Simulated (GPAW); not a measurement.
# In (P6_3/mmc) in GPAW: further runs

Aim: see how the results for In move with the level of theory and the settings. Levels: PBEsol, LDA. Tasks: band structure.

Everything below comes from runs of GPAW 26.7.0. Logs are shortened: lines on timing, memory, paths and dates and some standing lists are left out, and cuts for length are marked. The log counts tension as positive stress, the text compression.

## 1. The crystal as given

Symmetry: P6_3/mmc, No. 194, hexagonal system. Conventional cell: a = 3.335 Å, b = 3.335 Å, c = 5.509 Å, α = 90.00°, β = 90.00°, γ = 120.00°. In (site symmetry -6m2) is surrounded by 12 In at 3.34 to 3.36 Å.

This isn't the form of In at room conditions, which is tetragonal.

## 2. Band structure, PBEsol

Contents of run.py:

```python
from ase import Atoms
from ase.dft.bandgap import bandgap
from ase.io import write
from ase.units import GPa
from gpaw import GPAW, PW, setup_paths

setup_paths.insert(0, '.')

atoms = Atoms(['In', 'In'],
              cell=[[3.335484782, 0.0, 0.0],
                    [-1.667742391, 2.8886145552, 0.0],
                    [0.0, 0.0, 5.50914292]],
              scaled_positions=[[0.6666666667, 0.3333333333, 0.75],
                                [0.3333333333, 0.6666666667, 0.25]],
              pbc=True)

calc = GPAW(mode=PW(600),
            xc='PBEsol',
            kpts={'size': (7, 7, 4), 'gamma': True},
            occupations={'name': 'fermi-dirac', 'width': 0.05},
            nbands=23,
            convergence={'density': 1e-05, 'energy': 1e-05},
            maxiter=150,
            txt='gpaw.txt')
atoms.calc = calc
energy = atoms.get_potential_energy()
forces = atoms.get_forces()
stress = atoms.get_stress()
calc.write('gs.gpw')
write('result.traj', atoms)
print(f'Energy: {energy:.6f} eV')
print('Forces (eV/A):')
print(forces.round(4))
print('Stress (GPa):', (stress / GPa).round(3))
print('Fermi level:', round(calc.get_fermi_level(), 4), 'eV')
print(f'Gap: {bandgap(calc)[0]:.4f} eV, direct: {bandgap(calc, direct=True)[0]:.4f} eV')

path = atoms.cell.bandpath('GMKGALHA,LM,KH', npoints=80, eps=1e-4)
bs_calc = calc.fixed_density(kpts=path, symmetry='off', nbands=36,
                             convergence={'bands': 'CBM+6.0', 'eigenstates': 1e-6}, txt='bands.txt')
bs = bs_calc.band_structure()
bs.write('bs.json')
print(f'Gap on the path: {bandgap(bs_calc)[0]:.4f} eV')
```

Potentials or basis: PAW data sets generated in the run's folder for this functional, pw.

On the command line:

```
$ gpaw-setup -f PBEsol In
$ OMP_NUM_THREADS=1 python run.py
```

gpaw.txt:

```text
__  _  _
 | _ |_)|_||  |
 |__||  | ||/\| - 26.7.0

Input parameters:
  mode=PW(ecut=600.0),
  convergence={'density': 1e-05, 'energy': 1e-05},
  kpts=MonkhorstPack(size=(7, 7, 4), gamma=True),
  maxiter=150,
  nbands=23,
  occupations=Occupations(name='fermi-dirac', width=0.05),
  xc=XC(name='PBEsol')

Diagonalizing LCAO Hamiltonian
Converting LCAO to pw mode

           In

        In

Atoms  # Å, Bohr magnetons
|   | symbol |         x |        y |        z |    initial magnetic moments |
|---|--------|-----------|----------|----------|-----------------------------|
| 0 |     In |  1.667742 | 0.962872 | 4.131857 | ( 0.0000,  0.0000,  0.0000) |
| 1 |     In | -0.000000 | 1.925743 | 1.377286 | ( 0.0000,  0.0000,  0.0000) |

Unit cell  # Å
| periodic |         x |        y |        z |  lengths |     angles |
|----------|-----------|----------|----------|----------|------------|
|      yes |  3.335485 | 0.000000 | 0.000000 | 3.335485 |  90.000000 |
|      yes | -1.667742 | 2.888615 | 0.000000 | 3.335485 |  90.000000 |
|      yes |  0.000000 | 0.000000 | 5.509143 | 5.509143 | 120.000000 |

Number of symmetries: 12
Symmetry operations  # r_c * U_cc + t_c -> r_c
|    | kind |            matrix            |
|----|------|------------------------------|
|  0 |  σ   |  1, 1, 0,  0,-1, 0,  0, 0, 1 |
|  1 |  S6  |  1, 1, 0, -1, 0, 0,  0, 0,-1 |
|  2 |  E   |  1, 0, 0,  0, 1, 0,  0, 0, 1 |
|  3 |  C2  |  1, 0, 0, -1,-1, 0,  0, 0,-1 |
|  4 |  C2  |  0, 1, 0,  1, 0, 0,  0, 0,-1 |
|  5 |  C3  |  0, 1, 0, -1,-1, 0,  0, 0, 1 |
|  6 |  S6  |  0,-1, 0,  1, 1, 0,  0, 0,-1 |
|  7 |  σ   |  0,-1, 0, -1, 0, 0,  0, 0, 1 |
|  8 |  σ   | -1, 0, 0,  1, 1, 0,  0, 0, 1 |
|  9 |  i   | -1, 0, 0,  0,-1, 0,  0, 0,-1 |
| 10 |  C3  | -1,-1, 0,  1, 0, 0,  0, 0, 1 |
| 11 |  C2  | -1,-1, 0,  0, 1, 0,  0, 0,-1 |

BZ-sampling:
  Number of BZ points: 196
  Number of IBZ points: 28

  Monkhorst-Pack size: [7, 7, 4]
  Monkhorst-Pack shift: [0.0, 0.0, 0.125]

K-points  # in reciprocal-cell coordinates
|     |                                coordinates |     weight |
|-----|--------------------------------------------|------------|
|   0 | (  0.00000000,   0.00000000,   0.00000000) | 0.00510204 |
|   1 | (  0.00000000,   0.00000000,   0.25000000) | 0.01020408 |
|   2 | (  0.00000000,   0.00000000,   0.50000000) | 0.00510204 |
|   3 | (  0.14285714,   0.00000000,  -0.25000000) | 0.03061224 |
|   4 | (  0.14285714,   0.00000000,   0.00000000) | 0.03061224 |
|   5 | (  0.14285714,   0.00000000,   0.25000000) | 0.03061224 |
|   6 | (  0.14285714,   0.00000000,   0.50000000) | 0.03061224 |
|   7 | (  0.28571429,  -0.14285714,   0.00000000) | 0.03061224 |
|   8 | (  0.28571429,  -0.14285714,   0.25000000) | 0.06122449 |
|   9 | (  0.28571429,  -0.14285714,   0.50000000) | 0.03061224 |
| ... |                                            |            |
|  27 | (  0.42857143,   0.42857143,   0.50000000) | 0.03061224 |

Plane wave coefficients: 1798
Cutoff: 600.0 eV

Spin-components: 1 (collinear spins)
Bands:           23
Projectors:      12
Spin-degeneracy: 2
Datatype:        complex128

Parallelization:
  kpt:    1
  domain: 1
  band:   1

Density:
  Valence electrons: 26.0
  Components: 1
  Grid points: [20 20 32]
  Charge: 0.0  # |e|

Potential:
  Grid points: [20 20 32]

species:
  In:
    name:    Indium
    Z:       49.0
    valence: 13
    core:    36
    charge:  0.0  # [|e|]
    compensation charges:
      type: gauss
      rc: 0.36  # [Å]
      lmax: 2
    cutoffs:
      filter: 2.09  # [Å]
      core: 2.48  # [Å]
    projectors
    | kind |    occ | energy [eV] | rcut [Å] |
    |------|--------|-------------|----------|
    |   5s |  2.000 |      -8.248 |    1.185 |
    |   5p |  1.000 |      -2.521 |    1.244 |
    |   4d | 10.000 |     -18.596 |    1.148 |
    |    s |        |      18.964 |    1.185 |
    |    p |        |      24.691 |    1.244 |
    |    d |        |       8.615 |    1.148 |

    Using partial waves for In as LCAO basis

Reference energy: -319805.218446  # eV

eigensolver:
  PPCG
  Converge bands: occupied
  niter=2

density mixing:
  MSR1-Mixer
  Pratt-step length: 0.05
  Maximum mixing coefficient: 0.75
  Old densities: 10
  SVD Regularization: 0.005
  Good broyden scale: 1.0
  Trust region scale: 1.0
  Backstep threshold: 4.0
  History deletion threshold: 6.0
  Fourier metric: weight=20.0, sigma=0.015

occupation numbers:
  Fermi-Dirac:
    width: 0.0500  # eV

poisson solver:
  ecut: 4800.0  # eV

xc functional:
  name: PBEsol with 2 nearest neighbor stencil

convergence criteria:
- Maximum integral of absolute [dens]ity change: 1e-05 electrons / valence electron
- Maximum [total energy] change in last 3 cyles: 1e-05 eV / valence electron
- Maximum integral of absolute [eigenst]ate change: 4e-08 eV^2 / valence electron
maximum number of iterations: 150

SCF iterations
|iter     | |      energy | eigst |  dens |
|---------|-|-------------|-------|-------|
|iter:   1| |   -6.446549 | -0.40 |       |
|iter:   2| |   -6.438567 | -2.34 | -1.56 |
|iter:   3| |   -6.376939 | -2.55 | -1.60 |
|iter:   4| |   -6.374731 | -3.54 | -2.06 |
|iter:   5| |   -6.374880 | -4.48 | -2.69 |
|iter:   6| |   -6.374894c| -6.12 | -3.59 |
|iter:   7| |   -6.374895c| -7.06 | -4.18 |
|iter:   8| |   -6.374895c| -7.91c| -4.93 |
|iter:   9| |   -6.374896c| -8.54c| -5.54c|

Converged in 9 steps
Energy contributions relative to reference atoms: (reference = -319805.218446)

Energy contributions:
  Kinetic:          19.915767
  Coulomb:         -18.375812
  Zero:              0.314743
  External:          0.000000
  Xc:               -8.226383
  Entropy:          -0.006420
  Spinorbit:         0.000000
  ----------------------------
  Free energy:      -6.378105
  Extrapolated:     -6.374896

dipole moment: (-0.000000, -0.000000, -0.000001)  # |e|*Ang

Fermi level: 6.724
Eigenvalues  # (at kpt = [0.000, 0.000, 0.000])
| band index |      eig [eV] | occ [0-2] |
|------------|---------------|-----------|
|          0 |        -7.866 |     2.000 |
|        ... |               |           |
|          5 |        -7.748 |     2.000 |
|          6 |        -7.677 |     2.000 |
|          7 |        -7.677 |     2.000 |
|          8 |        -7.495 |     2.000 |
|          9 |        -7.495 |     2.000 |
|         10 |        -2.806 |     2.000 |
[... 8 lines left out ...]
|         19 |        18.062 |     0.000 |
|         20 |        20.463 |     0.000 |
|        ... |               |           |
|         22 |        20.950 |     0.000 |

No gap
No difference between direct/indirect transitions

Forces  # eV/Ang
|        x |        y |        z |
|----------|----------|----------|
|  0.00000 |  0.00000 | -0.00003 |  # In   0
| -0.00000 | -0.00000 |  0.00003 |  # In   1

Stress tensor  # eV/Ang^3
|         x |         y |        z |
|-----------|-----------|----------|
|  0.010624 | -0.000000 | 0.000000 |
| -0.000000 |  0.010624 | 0.000000 |
|  0.000000 |  0.000000 | 0.017293 |

# Writing to gs.gpw (mode='')
```

It took 43 s on 1 thread of Arm Neoverse V2, shared host; peak memory 0.29 GiB.

What came out:

```
Free energy             : -6.3781 eV
Pressure                : -2.1 GPa
Band gap along the path : none (metal or under the smearing width)
```

Stress tensor (GPa, compression positive):
```
-1.70  0.00  0.00
 0.00 -1.70  0.00
 0.00  0.00 -2.77
```

Levels at the corners of the path, in eV from the Fermi level:
```csv
point,band 9,band 10,band 11,band 12,band 13,band 14,band 15,band 16,band 17,band 18
Γ,-14.22,-14.22,-9.53,-4.51,-3.45,8.27,8.27,10.08,10.08,10.18
M,-14.20,-14.17,-4.89,-4.19,0.01,0.24,0.82,2.84,3.99,7.48
K,-14.25,-14.23,-3.39,-3.39,-1.86,1.79,1.79,2.16,2.57,2.57
Γ,-14.22,-14.22,-9.53,-4.51,-3.45,8.27,8.27,10.08,10.08,10.18
A,-14.28,-14.28,-8.18,-8.18,2.82,2.82,9.26,9.26,9.26,9.26
L,-14.18,-14.18,-3.63,-3.63,-2.71,-2.71,5.50,5.50,5.96,5.96
H,-14.21,-14.21,-2.49,-2.49,-1.41,-1.41,-0.47,-0.47,7.23,7.23
A,-14.28,-14.28,-8.18,-8.18,2.82,2.82,9.26,9.26,9.26,9.26
L,-14.18,-14.18,-3.63,-3.63,-2.71,-2.71,5.50,5.50,5.96,5.96
M,-14.20,-14.17,-4.89,-4.19,0.01,0.24,0.82,2.84,3.99,7.48
K,-14.25,-14.23,-3.39,-3.39,-1.86,1.79,1.79,2.16,2.57,2.57
H,-14.21,-14.21,-2.49,-2.49,-1.41,-1.41,-0.47,-0.47,7.23,7.23
```

Caveat: spin-orbit coupling is left out, which moves the levels of the heavy elements.

## 3. Band structure, LDA

Edit run.py of step 2 so:

```diff
@@ -4,5 +4,3 @@
 from ase.units import GPa
-from gpaw import GPAW, PW, setup_paths
-
-setup_paths.insert(0, '.')
+from gpaw import GPAW, PW
 
@@ -17,3 +15,3 @@
 calc = GPAW(mode=PW(600),
-            xc='PBEsol',
+            xc='LDA',
             kpts={'size': (7, 7, 4), 'gamma': True},
```

Potentials or basis: the program's PAW data sets (release 1.2.1) made for this functional, pw.

On the command line:

```
$ OMP_NUM_THREADS=1 python run.py
```

gpaw.txt:

```text
__  _  _
 | _ |_)|_||  |
 |__||  | ||/\| - 26.7.0

Input parameters:
  mode=PW(ecut=600.0),
  convergence={'density': 1e-05, 'energy': 1e-05},
  kpts=MonkhorstPack(size=(7, 7, 4), gamma=True),
  maxiter=150,
  nbands=23,
  occupations=Occupations(name='fermi-dirac', width=0.05),
  xc=XC(name='LDA')

Diagonalizing LCAO Hamiltonian
Converting LCAO to pw mode

           In

        In

Atoms  # Å, Bohr magnetons
|   | symbol |         x |        y |        z |    initial magnetic moments |
|---|--------|-----------|----------|----------|-----------------------------|
| 0 |     In |  1.667742 | 0.962872 | 4.131857 | ( 0.0000,  0.0000,  0.0000) |
| 1 |     In | -0.000000 | 1.925743 | 1.377286 | ( 0.0000,  0.0000,  0.0000) |

Unit cell  # Å
| periodic |         x |        y |        z |  lengths |     angles |
|----------|-----------|----------|----------|----------|------------|
|      yes |  3.335485 | 0.000000 | 0.000000 | 3.335485 |  90.000000 |
|      yes | -1.667742 | 2.888615 | 0.000000 | 3.335485 |  90.000000 |
|      yes |  0.000000 | 0.000000 | 5.509143 | 5.509143 | 120.000000 |

Number of symmetries: 12
Symmetry operations  # r_c * U_cc + t_c -> r_c
|    | kind |            matrix            |
|----|------|------------------------------|
|  0 |  σ   |  1, 1, 0,  0,-1, 0,  0, 0, 1 |
|  1 |  S6  |  1, 1, 0, -1, 0, 0,  0, 0,-1 |
|  2 |  E   |  1, 0, 0,  0, 1, 0,  0, 0, 1 |
|  3 |  C2  |  1, 0, 0, -1,-1, 0,  0, 0,-1 |
|  4 |  C2  |  0, 1, 0,  1, 0, 0,  0, 0,-1 |
|  5 |  C3  |  0, 1, 0, -1,-1, 0,  0, 0, 1 |
|  6 |  S6  |  0,-1, 0,  1, 1, 0,  0, 0,-1 |
|  7 |  σ   |  0,-1, 0, -1, 0, 0,  0, 0, 1 |
|  8 |  σ   | -1, 0, 0,  1, 1, 0,  0, 0, 1 |
|  9 |  i   | -1, 0, 0,  0,-1, 0,  0, 0,-1 |
| 10 |  C3  | -1,-1, 0,  1, 0, 0,  0, 0, 1 |
| 11 |  C2  | -1,-1, 0,  0, 1, 0,  0, 0,-1 |

BZ-sampling:
  Number of BZ points: 196
  Number of IBZ points: 28

  Monkhorst-Pack size: [7, 7, 4]
  Monkhorst-Pack shift: [0.0, 0.0, 0.125]

K-points  # in reciprocal-cell coordinates
|     |                                coordinates |     weight |
|-----|--------------------------------------------|------------|
|   0 | (  0.00000000,   0.00000000,   0.00000000) | 0.00510204 |
|   1 | (  0.00000000,   0.00000000,   0.25000000) | 0.01020408 |
|   2 | (  0.00000000,   0.00000000,   0.50000000) | 0.00510204 |
|   3 | (  0.14285714,   0.00000000,  -0.25000000) | 0.03061224 |
|   4 | (  0.14285714,   0.00000000,   0.00000000) | 0.03061224 |
|   5 | (  0.14285714,   0.00000000,   0.25000000) | 0.03061224 |
|   6 | (  0.14285714,   0.00000000,   0.50000000) | 0.03061224 |
|   7 | (  0.28571429,  -0.14285714,   0.00000000) | 0.03061224 |
|   8 | (  0.28571429,  -0.14285714,   0.25000000) | 0.06122449 |
|   9 | (  0.28571429,  -0.14285714,   0.50000000) | 0.03061224 |
| ... |                                            |            |
|  27 | (  0.42857143,   0.42857143,   0.50000000) | 0.03061224 |

Plane wave coefficients: 1798
Cutoff: 600.0 eV

Spin-components: 1 (collinear spins)
Bands:           23
Projectors:      12
Spin-degeneracy: 2
Datatype:        complex128

Parallelization:
  kpt:    1
  domain: 1
  band:   1

Density:
  Valence electrons: 26.0
  Components: 1
  Grid points: [20 20 32]
  Charge: 0.0  # |e|

Potential:
  Grid points: [20 20 32]

species:
  In:
    name:    Indium
    Z:       49.0
    valence: 13
    core:    36
    charge:  0.0  # [|e|]
    compensation charges:
      type: gauss
      rc: 0.36  # [Å]
      lmax: 2
    cutoffs:
      filter: 2.09  # [Å]
      core: 2.48  # [Å]
    projectors
    | kind |    occ | energy [eV] | rcut [Å] |
    |------|--------|-------------|----------|
    |   5s |  2.000 |      -8.474 |    1.185 |
    |   5p |  1.000 |      -2.700 |    1.244 |
    |   4d | 10.000 |     -18.723 |    1.148 |
    |    s |        |      18.738 |    1.185 |
    |    p |        |      24.512 |    1.244 |
    |    d |        |       8.489 |    1.148 |

    Using partial waves for In as LCAO basis

Reference energy: -319668.580843  # eV

eigensolver:
  PPCG
  Converge bands: occupied
  niter=2

density mixing:
  MSR1-Mixer
  Pratt-step length: 0.05
  Maximum mixing coefficient: 0.75
  Old densities: 10
  SVD Regularization: 0.005
  Good broyden scale: 1.0
  Trust region scale: 1.0
  Backstep threshold: 4.0
  History deletion threshold: 6.0
  Fourier metric: weight=20.0, sigma=0.015

occupation numbers:
  Fermi-Dirac:
    width: 0.0500  # eV

poisson solver:
  ecut: 4800.0  # eV

xc functional:
  name: None

convergence criteria:
- Maximum integral of absolute [dens]ity change: 1e-05 electrons / valence electron
- Maximum [total energy] change in last 3 cyles: 1e-05 eV / valence electron
- Maximum integral of absolute [eigenst]ate change: 4e-08 eV^2 / valence electron
maximum number of iterations: 150

SCF iterations
|iter     | |      energy | eigst |  dens |
|---------|-|-------------|-------|-------|
|iter:   1| |   -6.908466 | -0.40 |       |
|iter:   2| |   -6.900377 | -2.33 | -1.59 |
|iter:   3| |   -6.837172 | -2.57 | -1.62 |
|iter:   4| |   -6.834741 | -4.22 | -2.09 |
|iter:   5| |   -6.834772 | -4.58 | -2.64 |
|iter:   6| |   -6.834783c| -6.10 | -3.66 |
|iter:   7| |   -6.834784c| -7.00 | -4.15 |
|iter:   8| |   -6.834784c| -7.87c| -5.05c|

Converged in 8 steps
Energy contributions relative to reference atoms: (reference = -319668.580843)

Energy contributions:
  Kinetic:          17.737617
  Coulomb:         -16.382187
  Zero:              0.291171
  External:          0.000000
  Xc:               -8.478103
  Entropy:          -0.006564
  Spinorbit:         0.000000
  ----------------------------
  Free energy:      -6.838066
  Extrapolated:     -6.834784

dipole moment: (-0.000000, -0.000000, -0.000001)  # |e|*Ang

Fermi level: 6.498
Eigenvalues  # (at kpt = [0.000, 0.000, 0.000])
| band index |      eig [eV] | occ [0-2] |
|------------|---------------|-----------|
|          0 |        -8.033 |     2.000 |
|        ... |               |           |
|          5 |        -7.914 |     2.000 |
|          6 |        -7.843 |     2.000 |
|          7 |        -7.843 |     2.000 |
|          8 |        -7.659 |     2.000 |
|          9 |        -7.659 |     2.000 |
|         10 |        -3.010 |     2.000 |
[... 8 lines left out ...]
|         19 |        17.955 |     0.000 |
|         20 |        20.363 |     0.000 |
|        ... |               |           |
|         22 |        20.754 |     0.000 |

No gap
No difference between direct/indirect transitions

Forces  # eV/Ang
|        x |        y |        z |
|----------|----------|----------|
|  0.00000 |  0.00000 |  0.00068 |  # In   0
| -0.00000 | -0.00000 | -0.00068 |  # In   1

Stress tensor  # eV/Ang^3
|         x |         y |        z |
|-----------|-----------|----------|
|  0.020265 | -0.000000 | 0.000000 |
| -0.000000 |  0.020265 | 0.000000 |
|  0.000000 |  0.000000 | 0.025379 |

# Writing to gs.gpw (mode='')
```

Run time: 41 s. Hardware: 1 thread of Arm Neoverse V2, shared host; peak memory 0.29 GiB.

Results:

| Property | Result |
| --- | --- |
| Free energy | -6.8381 eV |
| Pressure | -3.5 GPa |
| Band gap along the path | none (metal or under the smearing width) |

Levels at the corners of the path, in eV from the Fermi level:
| point | band 10 | band 11 | band 12 | band 13 | band 14 | band 15 | band 16 | band 17 |
| --- | --- | --- | --- | --- | --- | --- | --- | --- |
| Γ | -14.16 | -9.51 | -4.54 | -3.37 | 8.22 | 8.22 | 10.05 | 10.05 |
| M | -14.11 | -4.90 | -4.15 | -0.04 | 0.25 | 0.87 | 2.95 | 4.00 |
| K | -14.17 | -3.42 | -3.42 | -1.77 | 1.77 | 1.77 | 2.20 | 2.62 |
| Γ | -14.16 | -9.51 | -4.54 | -3.37 | 8.22 | 8.22 | 10.05 | 10.05 |
| A | -14.22 | -8.16 | -8.16 | 2.85 | 2.85 | 9.20 | 9.20 | 9.20 |
| L | -14.12 | -3.65 | -3.65 | -2.65 | -2.65 | 5.50 | 5.50 | 5.93 |
| H | -14.15 | -2.56 | -2.56 | -1.34 | -1.34 | -0.39 | -0.39 | 7.19 |
| A | -14.22 | -8.16 | -8.16 | 2.85 | 2.85 | 9.20 | 9.20 | 9.20 |
| L | -14.12 | -3.65 | -3.65 | -2.65 | -2.65 | 5.50 | 5.50 | 5.93 |
| M | -14.11 | -4.90 | -4.15 | -0.04 | 0.25 | 0.87 | 2.95 | 4.00 |
| K | -14.17 | -3.42 | -3.42 | -1.77 | 1.77 | 1.77 | 2.20 | 2.62 |
| H | -14.15 | -2.56 | -2.56 | -1.34 | -1.34 | -0.39 | -0.39 | 7.19 |

Caveat: spin-orbit coupling is left out, which moves the levels of the heavy elements.
